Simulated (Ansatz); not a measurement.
# CuO (P1) in Ansatz: further runs

One crystal, CuO, is run at these levels: LDA+U, r2SCAN+U; tasks: band structure.

All numbers are computed with Ansatz 0.2.0; they aren't measurements. Logs are shortened: lines on timing, memory, paths and dates and some standing lists are left out, and cuts for length are marked.

**1. The crystal as given**

The typed cell holds 8 atoms: a = 2.900 Å, b = 5.129 Å, c = 5.643 Å, α = 93.94°, β = 101.64°, γ = 97.69°.

**2. Band structure, LDA+U**

Contents of input.yaml:

```yaml
crystal:
  lattice:
    - [-2.34185, 1.7113, 0.0]
    - [0.85003, 0.0, -5.05787]
    - [-2.34185, -5.1339, 0.0]
  atoms:
    - { symbol: Cu, position: [0.24799691, 0.00060149, 0.24329664] }
    - { symbol: Cu, position: [0.74799691, 0.00060149, 0.74329664] }
    - { symbol: Cu, position: [0.99799691, 0.50060149, 0.49329664] }
    - { symbol: Cu, position: [0.49799691, 0.50060149, 0.99329664] }
    - { symbol: O, position: [0.70719691, 0.75060149, 0.28409664] }
    - { symbol: O, position: [0.20719691, 0.75060149, 0.78409664] }
    - { symbol: O, position: [0.78879691, 0.25060149, 0.20249664] }
    - { symbol: O, position: [0.30482166, 0.24578955, 0.75612355] }
hamiltonian:
  xc: lda
  pseudopotentials: { kind: paw }
  hubbard: { sites: [{ species: Cu, l: d, u_eff: 4.5 }] }
kpoints:
  mp_grid: { grid: [9, 5, 5] }
  band_path:
    path:
      - [[0.0, 0.0, -0.5], [0.0, 0.0, 0.0], [0.0, 0.5, 0.0]]
      - [[0.0, 0.5, -0.5], [0.0, 0.0, 0.0], [0.5, -0.5, 0.0]]
      - [[0.5, -0.5, -0.5], [0.0, 0.0, 0.0], [0.5, 0.0, 0.0]]
      - [[0.5, 0.0, -0.5], [0.0, 0.0, 0.0]]
    npoints: 10
scf:
  occupations: { method: fermi_dirac, width: 0.05 }
  n_extra_bands: 20
output:
  forces: true
  stress: true
  eigenvalues: true
  fatbands: true
```

Potentials or basis: Ansatz PAW.

The run is started by

```console
ansatz run input.yaml --threads 4 --pin off --max-ram 11264MiB --backend cpu --events-out ev --progress --plain --runs-dir out
```

Log:

```text
Warning: RAYON_NUM_THREADS=4 ignored (pool sized by the plan → 4); use --threads N
Cu: projections on atomic orbitals take those of the free atom [Ne] 3s2 3p6 3d10 4s1, of charge +0.00 (hamiltonian.pseudopotentials.projection_atoms); the dataset's partial waves leave at most 2.0e-6 of an orbital's norm unspanned inside its sphere
O: projections on atomic orbitals take those of the free atom [He] 2s2 2p4, of charge +0.00 (hamiltonian.pseudopotentials.projection_atoms); the dataset's partial waves leave at most 1.9e-8 of an orbital's norm unspanned inside its sphere
scf.n_extra_bands = 20 over 50 filled bands (N_el = 100.0): the run solves 70 bands
Engine: ansatz 0.2.0, aarch64-unknown-linux-gnu
Pseudopotentials: kind: paw
Pseudopotential: Cu, paw, valence charge 19, recommended cutoff 420 eV (normal), Cu.paw.azcp
Pseudopotential: O, paw, valence charge 6, recommended cutoff 420 eV (normal), O.paw.azcp
Functional definition: SPW92
  exchange = slater_x
  correlation = pw_c
Crystal: 8 atoms, lattice volume = 81.080 Å³
Basis set: ecut = 420 eV, 1581 PW (Γ)
Bands: 70, of which v1, the nominal top of the filled ones, is band 50 counted from 1 (49 counted from 0)
Symmetry: 1 space group operations
Space group: P1 (ITA 1), of the structure as read, at distance tolerance 4.3e-5 Å
k-points: 113 of 225 (time reversal used)
Non-local potential: Cu, projectors of the file, l = 0: 3, l = 1: 2, l = 2: 3, l = 3: 1
Non-local potential: O, projectors of the file, l = 0: 2, l = 1: 2, l = 2: 1
PAW form: soft (Blöchl's): semilocal exchange-correlation on the pseudo side does not see the compensation charge
PAW frozen core: Cu, regenerated for the run's functional, and the local potential with it (the file was generated under x = pbe(κ = 0.804, μ = 0.2195149727645171), c = pbe(β = 0.06672455060314922))
PAW frozen core: O, regenerated for the run's functional, and the local potential with it (the file was generated under x = pbe(κ = 0.804, μ = 0.2195149727645171), c = pbe(β = 0.06672455060314922))
PAW one-centre angular grid: Cu, 590 points (default); XC on 64 Gauss nodes
PAW one-centre angular grid: O, 110 points (default); XC on 64 Gauss nodes
Initial density: superposition of atomic densities (chi_scale 0.1, normalization cell, long waves of neutral atoms under a Hubbard term (reshape's long-wave potential 0.07 eV rms, cloud 1.98 Å wide))
Initial wavefunctions: pseudopotential atomic-orbital guess
Functional: x = slater, c = lda
SCF iter   1: F=—  HF=-28433.819114 eV  |F-HF|=—  |Δ(HF+E_count)|=         —  Δρ=8.32e-2  dr2=3.83e0  ethr=3.10e-3  ⟨swp⟩=4.6  Hψ=26619  notcnv=0  defer=310
preconditioner: auto → Kerker (q_TF=auto, 2.825 Å⁻¹)  [metal: Δε(μ)=0.001 eV  Ē_g=16.865 eV  σ=0.050 eV  W_gap=0.01  n_scr=34 (ndim 8)  ℏωp=34.0 eV  f_vac=0.000  D(μ)=3.41/eV (n_scr^D=32)]
SCF iter   2: F=—  HF=-28433.884936 eV  |F-HF|=—  |Δ(HF+E_count)|=   6.58e-2  Δρ=6.57e-2  dr2=1.47e0  ethr=3.10e-3  ⟨swp⟩=2.3  Hψ=12708  notcnv=0  defer=1423
SCF iter   3: F=—  HF=-28433.937480 eV  |F-HF|=—  |Δ(HF+E_count)|=   5.25e-2  Δρ=3.42e-2  dr2=6.06e-1  ethr=1.47e-3  ⟨swp⟩=2.0  Hψ=12877  notcnv=0  defer=1423
SCF iter   4: F=—  HF=-28434.185477 eV  |F-HF|=—  |Δ(HF+E_count)|=   2.48e-1  Δρ=4.41e-2  dr2=9.83e-1  ethr=6.06e-4  ⟨swp⟩=2.0  Hψ=12921  notcnv=0  defer=1423
SCF iter   5: F=—  HF=-28434.133040 eV  |F-HF|=—  |Δ(HF+E_count)|=   5.24e-2  Δρ=1.91e-2  dr2=1.63e-1  ethr=6.06e-4  ⟨swp⟩=2.0  Hψ=12127  notcnv=0  defer=1423
SCF iter   6: F=—  HF=-28434.112461 eV  |F-HF|=—  |Δ(HF+E_count)|=   2.06e-2  Δρ=1.14e-2  dr2=7.80e-2  ethr=1.63e-4  ⟨swp⟩=2.0  Hψ=9827  notcnv=0  defer=1423
SCF iter   7: F=—  HF=-28434.105307 eV  |F-HF|=—  |Δ(HF+E_count)|=   7.15e-3  Δρ=5.82e-3  dr2=1.90e-2  ethr=7.80e-5  ⟨swp⟩=2.3  Hψ=9119  notcnv=0  defer=1423
SCF iter   8: F=—  HF=-28434.104707 eV  |F-HF|=—  |Δ(HF+E_count)|=   6.00e-4  Δρ=1.93e-3  dr2=1.98e-3  ethr=1.90e-5  ⟨swp⟩=2.7  Hψ=9894  notcnv=0  defer=1423
SCF iter   9: F=—  HF=-28434.104950 eV  |F-HF|=—  |Δ(HF+E_count)|=   2.43e-4  Δρ=1.76e-3  dr2=2.32e-3  ethr=1.98e-6  ⟨swp⟩=2.0  Hψ=9669  notcnv=0  defer=1423
SCF iter  10: F=—  HF=-28434.104810 eV  |F-HF|=—  |Δ(HF+E_count)|=   1.40e-4  Δρ=6.22e-4  dr2=4.80e-4  ethr=1.98e-6  ⟨swp⟩=1.7  Hψ=8668  notcnv=0  defer=1423
SCF iter  11: F=—  HF=-28434.104783 eV  |F-HF|=—  |Δ(HF+E_count)|=   2.72e-5  Δρ=5.92e-4  dr2=3.74e-4  ethr=4.80e-7  ⟨swp⟩=1.0  Hψ=6642  notcnv=0  defer=1423
SCF iter  12: F=—  HF=-28434.104751 eV  |F-HF|=—  |Δ(HF+E_count)|=   3.23e-5  Δρ=2.88e-4  dr2=7.12e-5  ethr=3.74e-7  ⟨swp⟩=1.6  Hψ=8112  notcnv=0  defer=1423
SCF iter  13: F=—  HF=-28434.104736 eV  |F-HF|=—  |Δ(HF+E_count)|=   1.48e-5  Δρ=1.46e-4  dr2=3.38e-5  ethr=7.12e-8  ⟨swp⟩=2.3  Hψ=9521  notcnv=0  defer=1423
SCF iter  14: F=—  HF=-28434.104734 eV  |F-HF|=—  |Δ(HF+E_count)|=   2.19e-6  Δρ=1.30e-4  dr2=9.69e-6  ethr=3.38e-8  ⟨swp⟩=1.8  Hψ=8934  notcnv=0  defer=1423
SCF iter  15: F=—  HF=-28434.104733 eV  |F-HF|=—  |Δ(HF+E_count)|=   7.60e-7  Δρ=7.05e-5  dr2=2.76e-6  ethr=9.69e-9  ⟨swp⟩=2.2  Hψ=9551  notcnv=0  defer=1423
SCF iter  16: F=—  HF=-28434.104733 eV  |F-HF|=—  |Δ(HF+E_count)|=   2.80e-7  Δρ=3.14e-5  dr2=6.87e-7  ethr=2.76e-9  ⟨swp⟩=2.2  Hψ=8881  notcnv=0  defer=1423
SCF iter  17: F=—  HF=-28434.104733 eV  |F-HF|=—  |Δ(HF+E_count)|=   1.80e-7  Δρ=5.11e-5  dr2=1.76e-6  ethr=6.87e-10  ⟨swp⟩=2.0  Hψ=9559  notcnv=0  defer=1423  recentre
SCF iter  18: F=—  HF=-28434.104733 eV  |F-HF|=—  |Δ(HF+E_count)|=   6.99e-8  Δρ=3.19e-5  dr2=6.51e-7  ethr=6.87e-10  ⟨swp⟩=2.1  Hψ=8559  notcnv=0  defer=1423
SCF iter  19: F=-28434.104733 eV  HF=-28434.104733 eV  |F-HF|=8.00e-8  |Δ(HF+E_count)|=   4.31e-8  Δρ=1.14e-5  dr2=8.98e-8  ethr=1.00e-10  ⟨swp⟩=7.9  Hψ=39525  notcnv=0
SCF 1 converged in 19 iterations: F = -28434.104733 eV  dr2 = 8.98e-8
NSCF: frozen V_eff on 74 k-points
SCF converged after 19 iterations
Free energy (F): -28434.104733 eV
Harris-Foulkes:  -28434.104733 eV  (|F-HF|=8.00e-8)
Internal energy: -28434.072334 eV  (E = F + TS)
E sigma→0 (E₀):  -28434.088533 eV
Entropy (-TS):   -0.032399 eV (-4.050 meV/atom)
Fermi energy:    11.278467 eV
--- Per-component energies (eV) ---
  E_band       = -1791.393536
  E_kinetic    = 1886.283593
  E_local      = -19439.982499  (includes V_loc(G=0)·N_el)
  E_nonlocal   = 1796.292258
  E_hartree    = 8419.462967
  E_xc         = -639.676592
  E_vxc        = -826.337748  (∫ρ·V_xc dr)
  E_hubbard    = 3.640673  (on-site DFT+U / exact-exchange correction)
  E_vhub       = -78.298249  (the Hubbard potential's part of the band-sum identity)
  E_paw        = -6968.580711  (= ΣΔE_a)
  E_vpaw       = -1968.294726  (= ΣTr[D̂ρ^β])
  E_aug_tail   = 0.010847  (compensation charges beyond the density's cutoff)
  E_ewald      = -13493.709196
  E_core_change = 2.186326  (= ΣΔE_core)
  E_smearing   = -0.032399  (= −TS)
  E_closure    = 0.000000  (closes the sum)
  Σ components = -28434.104733   (vs F -28434.104733, Δ=0.00e0)
--- Forces (eV/Å), atoms counted from 1 ---
  atom   1  Cu     0.00120896     0.08003093    -0.01052513
  atom   2  Cu    -0.20814538    -0.57526900     0.37078789
  atom   3  Cu    -0.38060846    -0.23167857     0.34194104
  atom   4  Cu    -1.06557970    -1.31402096    -1.44680159
  atom   5  O      0.21205885     0.47469463    -0.17162666
  atom   6  O      0.13733251     0.53914228     0.19082761
  atom   7  O     -0.27876604    -0.68149291     0.02006550
  atom   8  O      1.58249507     1.70859623     0.70532481
  max |Σ_I F_I| component: 6.54e-6 eV/Å
--- Stress (GPa, compression-positive) ---
       -5.681147       1.291672       2.446776
        1.291671      -1.964110       2.221633
        2.446777       2.221632      -5.109894
  P = ⅓ Tr σ = -4.2517 GPa (-42.517 kbar)
--- Band table (eV; the first three rows and the last of 113) ---
  k-point 0: bands = ["-99.8136", "-99.5513", "-99.4937", "-99.1424", "-57.8931", "-57.7310", "-57.5391", "-57.5128", "-57.4649", "-57.4462", "-57.3019", "-57.1136", "-57.0930", "-57.0603", "-57.0401", "-56.7869", "-8.1893", "-7.3443", "-6.7209", "-6.5084", "2.8990", "3.9250", "4.1792", "5.1868", "5.3583", "5.6957", "5.8057", "6.1301", "6.5674", "6.7292", "6.9399", "7.1195", "7.2468", "7.4098", "7.5492", "7.5614", "7.6267", "7.7508", "7.8567", "7.9163", "8.2574", "8.5374", "8.5610", "8.7436", "8.8605", "9.0352", "9.2658", "9.4743", "11.4277", "11.5602", "11.6645", "12.2966", "13.2960", "16.1939", "17.4026", "17.9759", "18.8980", "19.8106", "22.8496", "22.9863", "24.4608", "25.3535", "26.7113", "27.4564", "27.8792", "28.2276", "28.3993", "28.6198", "29.7166", "30.3997"]
  k-point 1: bands = ["-99.8135", "-99.5512", "-99.4936", "-99.1423", "-57.8932", "-57.7310", "-57.5391", "-57.5128", "-57.4649", "-57.4463", "-57.3019", "-57.1137", "-57.0928", "-57.0607", "-57.0401", "-56.7869", "-8.1271", "-7.4231", "-6.7078", "-6.5241", "3.0033", "3.9312", "4.2942", "5.1960", "5.3652", "5.6685", "5.8034", "6.1705", "6.4669", "6.7646", "6.9004", "7.0620", "7.2329", "7.3661", "7.4374", "7.5644", "7.6182", "7.7030", "7.8395", "7.9240", "8.2507", "8.4657", "8.6288", "8.7379", "8.8955", "8.9607", "9.3051", "9.4373", "11.3233", "11.4963", "11.7259", "12.2129", "13.7042", "16.4207", "17.1140", "18.1757", "19.4675", "19.7377", "21.8494", "23.7035", "24.2645", "24.9327", "26.6325", "27.1629", "27.6460", "28.2571", "28.6343", "28.9940", "29.4622", "30.2132"]
  k-point 2: bands = ["-99.8133", "-99.5509", "-99.4933", "-99.1421", "-57.8932", "-57.7311", "-57.5391", "-57.5129", "-57.4649", "-57.4463", "-57.3019", "-57.1138", "-57.0923", "-57.0613", "-57.0402", "-56.7869", "-7.9808", "-7.5944", "-6.6821", "-6.5553", "3.2597", "3.7217", "4.7820", "5.2257", "5.3961", "5.6107", "5.7891", "5.9060", "6.2647", "6.8749", "6.9054", "6.9915", "7.2116", "7.2909", "7.4339", "7.5372", "7.5649", "7.6516", "7.7706", "7.9314", "8.2151", "8.3699", "8.5216", "8.8448", "8.9634", "9.0261", "9.2794", "9.3952", "11.1452", "11.3895", "11.8232", "12.0886", "14.6327", "15.8267", "17.5312", "18.9488", "19.1289", "20.6431", "20.9357", "22.6301", "24.3967", "25.6560", "25.7663", "26.9445", "27.4829", "28.0876", "28.6068", "28.8856", "29.8814", "30.3545"]
  k-point 112: bands = ["-99.8128", "-99.5503", "-99.4927", "-99.1415", "-57.8924", "-57.7323", "-57.5522", "-57.5124", "-57.4790", "-57.4446", "-57.3112", "-57.1129", "-57.0916", "-57.0600", "-57.0411", "-56.7967", "-7.3549", "-6.8233", "-6.6134", "-6.5293", "3.9415", "4.1658", "4.4428", "4.7410", "5.0844", "5.2274", "5.4360", "5.7937", "5.9537", "6.2488", "6.4989", "6.8518", "7.2162", "7.4052", "7.5758", "7.6230", "7.6671", "7.7296", "7.8393", "8.0434", "8.1370", "8.3029", "8.4235", "8.6558", "8.8868", "9.1321", "9.3696", "9.5282", "10.0522", "10.9679", "11.7774", "12.1418", "15.9907", "16.6862", "17.9106", "18.3567", "19.2765", "20.0785", "21.0702", "22.1634", "22.6314", "23.2920", "24.6906", "25.6186", "25.8227", "26.6277", "27.3699", "28.4907", "29.4252", "29.8954"]
Occupation matrices written to <dir>
```

Run time: 48 s. Hardware: 4 threads of Arm Neoverse V1, shared host; peak memory 0.88 GiB.

Results:

```yaml
Free_energy: -28434.1047 eV
Pressure: -4.3 GPa
Largest_force: 2.433 eV/Å
Band_gap_on_the_k_mesh: none (metal or under the smearing width)
```

Forces in eV/Å, atoms in the order of the input:
```
Cu   0.001  0.080 -0.011
Cu  -0.208 -0.575  0.371
Cu  -0.381 -0.232  0.342
Cu  -1.066 -1.314 -1.447
O    0.212  0.475 -0.172
O    0.137  0.539  0.191
O   -0.279 -0.681  0.020
O    1.582  1.709  0.705
```

Levels at the corners of the path, in eV from the Fermi level:
```tsv
point	band 45	band 46	band 47	band 48	band 49	band 50	band 51	band 52	band 53	band 54
X	-2.30	-2.14	-2.09	-1.88	-0.16	0.09	0.57	0.79	3.71	4.20
Γ	-2.42	-2.24	-2.01	-1.80	0.15	0.28	0.39	1.02	2.02	4.92
Y	-2.61	-2.35	-1.82	-1.72	-0.21	0.27	0.36	0.81	4.03	4.16
L	-2.11	-2.01	-1.93	-1.81	-1.07	-0.89	0.50	0.63	4.81	5.09
Γ	-2.42	-2.24	-2.01	-1.80	0.15	0.28	0.39	1.02	2.02	4.92
Z	-2.52	-2.36	-2.13	-1.89	-0.58	-0.33	-0.15	0.08	5.34	5.88
N	-2.40	-2.36	-1.91	-1.75	-0.50	-0.43	-0.13	0.70	5.09	5.48
Γ	-2.42	-2.24	-2.01	-1.80	0.15	0.28	0.39	1.02	2.02	4.92
M	-2.57	-2.51	-1.75	-1.58	-1.06	-0.92	0.59	1.03	5.14	5.79
R	-2.22	-2.03	-1.97	-1.69	-1.02	-0.03	0.40	1.23	3.58	5.10
Γ	-2.42	-2.24	-2.01	-1.80	0.15	0.28	0.39	1.02	2.02	4.92
```

Eigenvalues of the final occupation matrices:
```csv
site,spin,trace,eigenvalues
site 1,1,4.76,0.79 0.97 0.99 1.00 1.00
site 2,1,4.75,0.79 0.97 0.99 1.00 1.00
site 3,1,4.79,0.83 0.98 0.99 1.00 1.00
site 4,1,4.73,0.77 0.98 0.99 0.99 1.00
```

Caveat: the pressure holds a Pulay correction of +0.9 GPa for the finite cutoff; the run has no spin polarisation, though such a crystal can be magnetic; U without spin polarisation on a metal has little footing; the PAW data sets come from PBE, with cores solved anew for the run's functional, which leaves a small shift of forces and pressure; forces of over 1 eV/Å show positions far from the minimum, so gaps and moduli don't describe the material at rest.

**3. Band structure, r2SCAN+U**

input.yaml, as its differences from that of step 2:

```diff
@@ -15,5 +15,5 @@
 hamiltonian:
-  xc: lda
+  xc: r2scan
   pseudopotentials: { kind: paw }
-  hubbard: { sites: [{ species: Cu, l: d, u_eff: 4.5 }] }
+  hubbard: { sites: [{ species: Cu, l: d, u_eff: 5.3 }] }
 kpoints:
@@ -34,2 +34,2 @@
   eigenvalues: true
-  fatbands: true
+  fatbands: false
```

Potentials or basis: Ansatz PAW.

The run is started by

```console
ansatz run input.yaml --threads 4 --pin off --max-ram 11264MiB --backend cpu --events-out ev --progress --plain --runs-dir out
```

It took 94 s on 4 threads of Arm Neoverse V1, shared host; peak memory 1.2 GiB.

It converged, with:

```yaml
Free_energy: -28789.3684 eV
Pressure: 4.3 GPa
Largest_force: 2.670 eV/Å
Band_gap_on_the_k_mesh: none (metal or under the smearing width)
```

Forces in eV/Å, atoms in the order of the input:
```
Cu   0.002  0.112 -0.007
Cu  -0.170 -0.533  0.447
Cu  -0.445 -0.235  0.422
Cu  -1.125 -1.378 -1.591
O    0.245  0.280 -0.190
O    0.075  0.302  0.196
O   -0.264 -0.495  0.014
O    1.683  1.948  0.709
```

Stress tensor (GPa, compression positive):
```
3.37 1.34 2.20
1.34 4.25 2.69
2.20 2.69 5.31
```

Levels at the corners of the path, in eV from the Fermi level:
```
point  band 46  band 47  band 48  band 49  band 50  band 51  band 52  band 53
    X    -2.37    -2.33    -2.10    -0.20     0.09     0.58     0.82     4.16
    Γ    -2.53    -2.24    -2.03     0.12     0.29     0.40     1.05     2.40
    Y    -2.67    -2.04    -1.95    -0.25     0.29     0.38     0.82     4.48
    L    -2.25    -2.20    -2.11    -1.06    -0.84     0.51     0.64     5.30
    Γ    -2.53    -2.24    -2.03     0.12     0.29     0.40     1.05     2.40
    Z    -2.63    -2.44    -2.16    -0.62    -0.34    -0.16     0.09     5.93
    N    -2.63    -2.20    -2.03    -0.48    -0.41    -0.15     0.71     5.66
    Γ    -2.53    -2.24    -2.03     0.12     0.29     0.40     1.05     2.40
    M    -2.81    -2.04    -1.84    -1.10    -0.94     0.62     1.10     5.70
    R    -2.30    -2.15    -1.93    -1.17    -0.02     0.43     1.29     4.16
    Γ    -2.53    -2.24    -2.03     0.12     0.29     0.40     1.05     2.40
```

Eigenvalues of the final occupation matrices:
```
  site  spin  trace               eigenvalues
site 1     1   4.75  0.78 0.98 1.00 1.00 1.00
site 2     1   4.74  0.78 0.98 0.99 1.00 1.00
site 3     1   4.79  0.82 0.98 0.99 1.00 1.00
site 4     1   4.72  0.75 0.98 0.99 1.00 1.00
```

Caveat: the run has no spin polarisation, though such a crystal can be magnetic; U without spin polarisation on a metal has little footing; the PAW data sets come from PBE, with cores solved anew for the run's functional, which leaves a small shift of forces and pressure; forces of over 1 eV/Å show positions far from the minimum, so gaps and moduli don't describe the material at rest.
